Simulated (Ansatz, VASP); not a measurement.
# Two plane-wave programs on MgO

File INCAR:

```
SYSTEM = MgO
PREC     = Accurate       ! precision mode
ENCUT    = 520            ! plane-wave cutoff, eV
EDIFF    = 1E-6           ! SCF threshold, eV
ISMEAR   = 0              ! smearing method
SIGMA    = 0.05           ! smearing width, eV
LREAL    = .FALSE.        ! projectors in reciprocal space
LASPH    = .TRUE.         ! aspherical terms in the spheres
NELM     = 80             ! most SCF steps
ALGO     = Normal         ! electronic algorithm
ISIF     = 2              ! what is computed and relaxed
LWAVE    = .FALSE.        ! write WAVECAR
LCHARG   = .TRUE.         ! write CHGCAR
GGA      = PE             ! functional
LELF     = .TRUE.         ! ELF
LVHAR    = .TRUE.       
NBANDS   = 26             ! bands
```

Contents of KPOINTS:

```
Automatic mesh
0
G
  9 9 2
  0 0 0
```

Contents of POSCAR:

```
MgO
1.0
    3.3899000000      0.0000000000      0.0000000000
   -1.6949500000      2.9357395163      0.0000000000
    0.0000000000      0.0000000000     11.0746000000
Mg O
4 4
Direct
    0.3333333333      0.6666666667      0.9694906392
    0.0000000000      0.0000000000      0.2208211786
    0.0000000000      0.0000000000      0.7208211786
    0.6666666667      0.3333333333      0.4694906392
    0.3333333333      0.6666666667      0.7800420079
    0.0000000000      0.0000000000      0.5296443544
    0.0000000000      0.0000000000      0.0296443544
    0.6666666667      0.3333333333      0.2800420079
```

Input for Ansatz:

```yaml
crystal:
  lattice:
    - [3.3899, 0.0, 0.0]
    - [-1.69495, 2.9357395163, 0.0]
    - [0.0, 0.0, 11.0746]
  atoms:
    - { symbol: Mg, position: [0.3333333333, 0.6666666667, 0.9694906392] }
    - { symbol: Mg, position: [0.0, 0.0, 0.2208211786] }
    - { symbol: Mg, position: [0.0, 0.0, 0.7208211786] }
    - { symbol: Mg, position: [0.6666666667, 0.3333333333, 0.4694906392] }
    - { symbol: O, position: [0.3333333333, 0.6666666667, 0.7800420079] }
    - { symbol: O, position: [0.0, 0.0, 0.5296443544] }
    - { symbol: O, position: [0.0, 0.0, 0.0296443544] }
    - { symbol: O, position: [0.6666666667, 0.3333333333, 0.2800420079] }
basis:
  ecutwfc: 520.0
kpoints:
  mp_grid: { grid: [9, 9, 2] }
hamiltonian:
  xc: pbe
  pseudopotentials: { kind: paw, azcp: { folder: soft_1 } }
scf:
  occupations: { method: gaussian, width: 0.05 }
output:
  forces: true
  stress: true
  eigenvalues: true
```

Alike in both runs: task single point; functional PBE; k mesh 9 × 9 × 2; occupations gaussian, width 0.05 eV; no spin polarisation.

|  | VASP | Ansatz |
| --- | --- | --- |
| version | VASP 6.6.1 | Ansatz 0.2.0 |
| potentials or method | VASP PAW PBE potentials, release 64 (Mg, O) | scalar-relativistic, plane waves, PAW |
| plane-wave cutoff (eV) | 520 | 520 |
| valence electrons in the cell | 32 | 64 |

|  | VASP | Ansatz | Ansatz less VASP |
| --- | --- | --- | --- |
| gap on the k mesh at the Fermi level (eV) | 2.87 | 2.89 | +0.019 |
| least direct gap on the mesh (eV) | 2.87 | 2.89 | +0.019 |
| pressure (GPa) | -10.9 | -10.5 | +0.43 |
| largest component of the traceless stress (GPa) | 1.54 | 1.53 | -0.009 |
| rms of the force components (eV/Å) | 0.050 | 0.049 | -0.0007 |

Atom by atom the forces differ by 0.001 eV/Å (rms over components). The functional is the same, so the differences come from potentials, cutoffs and numerics. The two sets of potentials don't hold the same shells in valence.
